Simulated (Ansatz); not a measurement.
# Si: the cost of one run

Program: Ansatz 0.2.0. Level of theory: DFT r2SCAN, scalar-relativistic, plane waves, PAW. These are calculated values, not measurements.

## (1) The system as given

Symmetry: C2/m, No. 12, monoclinic system. Conventional cell: a = 13.829 Å, b = 3.846 Å, c = 6.333 Å, α = 90.00°, β = 96.77°, γ = 90.00°. Si (site symmetry m) has 4 Si at 2.34 to 2.38 Å in its first shell of neighbours. Si (site symmetry m) has 4 Si at 2.38 to 2.41 Å in its first shell of neighbours. Si (site symmetry m) has 4 Si at 2.32 to 2.34 Å in its first shell of neighbours. Si (site symmetry m) has 4 Si at 2.32 to 2.41 Å in its first shell of neighbours.

Structure file:

```cif
data_structure
_symmetry_space_group_name_H-M 'P 1'
_symmetry_Int_Tables_number 1
_cell_length_a 7.1767
_cell_length_b 7.1767
_cell_length_c 6.3330
_cell_angle_alpha 96.524
_cell_angle_beta 96.524
_cell_angle_gamma 31.084
_cell_volume 167.23
loop_
_atom_site_label
_atom_site_type_symbol
_atom_site_fract_x
_atom_site_fract_y
_atom_site_fract_z
_atom_site_occupancy
Si1 Si 0.05553 0.05553 0.87396 1
Si2 Si 0.94447 0.94447 0.12604 1
Si3 Si 0.55900 0.55900 0.65340 1
Si4 Si 0.44100 0.44100 0.34660 1
Si5 Si 0.21274 0.21274 0.05731 1
Si6 Si 0.78726 0.78726 0.94269 1
Si7 Si 0.72711 0.72711 0.58558 1
Si8 Si 0.27289 0.27289 0.41442 1
```

The structure comes from the Materials Project (structure only).

(A quick probe on a coarse mesh, which set the mesh and smearing, is not shown.)

## (3) The relaxation

File input.yaml:

```yaml
crystal:
  lattice:
    - [6.9142654484, -1.922965415, 0.0]
    - [6.9142654484, 1.922965415, 0.0]
    - [-0.7468658507, 0.0, 6.2888139324]
  atoms:
    - { symbol: Si, position: [0.05552936, 0.05552936, 0.87396351] }
    - { symbol: Si, position: [0.94447064, 0.94447064, 0.12603649] }
    - { symbol: Si, position: [0.55899935, 0.55899935, 0.65339544] }
    - { symbol: Si, position: [0.44100065, 0.44100065, 0.34660456] }
    - { symbol: Si, position: [0.21274266, 0.21274266, 0.05730781] }
    - { symbol: Si, position: [0.78725734, 0.78725734, 0.94269219] }
    - { symbol: Si, position: [0.72710933, 0.72710933, 0.58557765] }
    - { symbol: Si, position: [0.27289067, 0.27289067, 0.41442235] }
basis:
  ecutwfc: 500
kpoints:
  mp_grid: { grid: [10, 10, 6] }
hamiltonian:
  xc: r2scan
scf:
  occupations: { method: gaussian, width: 0.02 }
output:
  forces: true
  stress: true
  eigenvalues: true
relax:
  adjacent_minimum: "off"
  f_tol: 0.005
  max_steps: 80
  cell: { stress_tol: 0.05 }
```

The run is started by

```
$ ansatz run input.yaml --threads 2 --pin off --max-ram 5120MiB --backend cpu --events-out ev --progress --plain --runs-dir out
```

**Question.** How long does this run take on 2 threads of Arm Neoverse V1, shared host, and how much memory does it need?

About 3.1 min, with a peak of 1.4 GiB.
